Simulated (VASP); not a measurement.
# TiB2 (P6/mmm) in VASP: notebook, part 2 of 2

VASP 6.6.1. The steps go on from the part before.

### Step 5. Overview

```csv
k mesh,mesh quality,gap on the mesh (eV),pressure (GPa)
3 × 3 × 4,coarse,none,-0.5
6 × 6 × 4,coarse,none,0.6
9 × 9 × 6,not flagged,none,0.4
```

Alike in all rows: task single point; level PBE; potentials or basis VASP PAW PBE potentials, release 64 (Ti_sv, B); no spin polarisation; cell as given; cutoff (eV) 520; smearing gaussian 0.1 eV.

Caveats: some runs use coarse meshes.

Total energies depend on the potentials used, so only differences within one code and one set of settings carry meaning.
